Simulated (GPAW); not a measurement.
Set up this calculation in GPAW 26.7.0, as an ASE script.

* Task: one-shot levels on a semilocal density
* Functional: r2SCAN
* Potentials or basis: GPAW PAW data sets (gpaw-data 1.2.1)
* Cutoff: 500 eV
* Basis: pw
* k mesh: 5 × 5 × 5
* Occupations: fermi-dirac, width 0.001 eV
* Spin: no spin polarisation
* Maxiter: 150
* Exx fractions: r2SCAN0 0.25, r2SCANh 0.1, r2SCAN50 0.5

The system is SnSe.

```
Sn Se
1.0
     0.00000    3.01000    3.01000
     3.01000    0.00000    3.01000
     3.01000    3.01000    0.00000
Sn Se
1 1
Cartesian
  0.0000 0.0000 0.0000
  3.0100 3.0100 3.0100
```

Measurements of this composition are mostly on another form, of space group No. 62.

The input as run:

run.py

```python
import numpy as np
from ase import Atoms
from ase.dft.bandgap import bandgap
from ase.io import write
from ase.units import Ha
from gpaw import GPAW, PW
from gpaw.hybrids.energy import non_self_consistent_energy
from gpaw.new.pw.nschse import non_self_consistent_matrix_elements

atoms = Atoms(['Sn', 'Se'],
              cell=[[0.0, 3.01, 3.01],
                    [3.01, 0.0, 3.01],
                    [3.01, 3.01, 0.0]],
              scaled_positions=[[0.0, 0.0, 0.0],
                                [0.5, 0.5, 0.5]],
              pbc=True)

calc = GPAW(mode=PW(500),
            xc='MGGA_X_R2SCAN+MGGA_C_R2SCAN',
            kpts={'size': (5, 5, 5), 'gamma': True},
            occupations={'name': 'fermi-dirac', 'width': 0.001},
            nbands=19,
            convergence={'density': 1e-06, 'bands': 17},
            maxiter=150,
            txt='gpaw.txt')
atoms.calc = calc
energy = atoms.get_potential_energy()
calc.write('gs.gpw')
write('result.traj', atoms)
print(f'Energy: {energy:.6f} eV')
print('Fermi level:', round(calc.get_fermi_level(), 4), 'eV')
print(f'Gap: {bandgap(calc)[0]:.4f} eV, direct: {bandgap(calc, direct=True)[0]:.4f} eV')

calc.write('wfs.gpw', mode='all')
eps = calc.eigenvalues()
free = calc.get_potential_energy(force_consistent=True)
semilocal_x = free + calc.get_xc_difference('MGGA_X_R2SCAN')  # without correlation
exact_x = non_self_consistent_energy(calc, 'EXX').sum()
h_x = non_self_consistent_matrix_elements(GPAW('wfs.gpw').dft, 'MGGA_X_R2SCAN')
h_exx = non_self_consistent_matrix_elements(GPAW('wfs.gpw').dft, 'EXX')
shift = np.einsum('sknn->skn', h_exx - h_x).real * Ha
np.savetxt('shift.dat', shift[..., :17].reshape((-1, 17)), fmt='%.4f')
occupied = eps < calc.get_fermi_level()
for name, a in {'r2SCAN0': 0.25, 'r2SCANh': 0.1, 'r2SCAN50': 0.5}.items():
    levels = (eps + a * shift)[..., :17]
    gap = levels[~occupied[..., :17]].min() - levels[occupied[..., :17]].max()
    print(f'{name}: share {a}, energy {free + a * (exact_x - semilocal_x):.6f} eV, gap {gap:.4f} eV')
```

Potentials or basis: GPAW PAW data sets (gpaw-data 1.2.1), pw.

Command:

```bash
$ OMP_NUM_THREADS=1 python run.py
```

It took 2.2 min on 1 thread of AMD EPYC 9R45 96-Core Processor (Zen 5), on a shared host, peak memory 0.72 GiB.
